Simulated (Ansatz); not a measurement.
## HfO2 under changes of volume

One of the cells (11.152 Å³/atom); the others are scaled copies at fixed shape and fractional positions:

```xyz
3
Lattice="0.0000 2.5575 2.5575 2.5575 0.0000 2.5575 2.5575 2.5575 0.0000" Properties=species:S:1:pos:R:3 pbc="T T T"
Hf    0.0000    0.0000    0.0000
O     3.8363    3.8363    3.8363
O     1.2788    1.2788    1.2788
```

Measurements of this composition are mostly on another form, of space group No. 14.

- Program: Ansatz 0.2.0
- Functional: PBEsol
- Potentials or basis: Ansatz PAW
- Cutoff: 420 eV (not typed: the program's choice for these potentials)
- k mesh: 9 × 9 × 9
- Occupations: fermi-dirac, width 0.05 eV
- Spin: spin-orbit coupling, no magnetisation

```tsv
volume (Å³/atom)	energy over the lowest point (meV/atom)	pressure (GPa)	gap on the mesh (eV)
10.483	?	?	?
10.706	0.00	-0.6	3.81
10.929	4.44	-5.7	3.75
11.152	15.69	-10.4	3.70
11.375	33.07	-14.6	3.65
11.598	56.03	-18.3	3.60
11.821	83.94	-21.7	3.55
```

Task: What does the run at 10.483 Å³/atom give?

Result: Energy over the lowest point 3.07 meV/atom; pressure 5.2 GPa; gap on the mesh 3.86 eV.

Worked out: A Birch-Murnaghan fit of order 3 (a polynomial in V^(-2/3)) to the other rows has its minimum at 10.68 Å³/atom, just outside them, with B0 = V·E''(V) = 263 GPa and B' = 4.0. It gives 3.13 meV/atom at 10.483 Å³/atom, against the run's 3.07, and -dE/dV = 5.2 GPa, against 5.2. A straight line through the other rows of the gap, of slope -2.6 eV per unit of ln V, extrapolates to 3.86 eV, against the run's 3.86.

Energies are extrapolated to zero smearing.

Caveats: odd divisions of the mesh miss points on the zone boundary, where band edges often lie, so the gap on the mesh can be too wide; the PAW data sets come from PBE, with cores solved anew for the run's functional, which leaves a small shift of forces and pressure.

A mesh can miss the band edges.
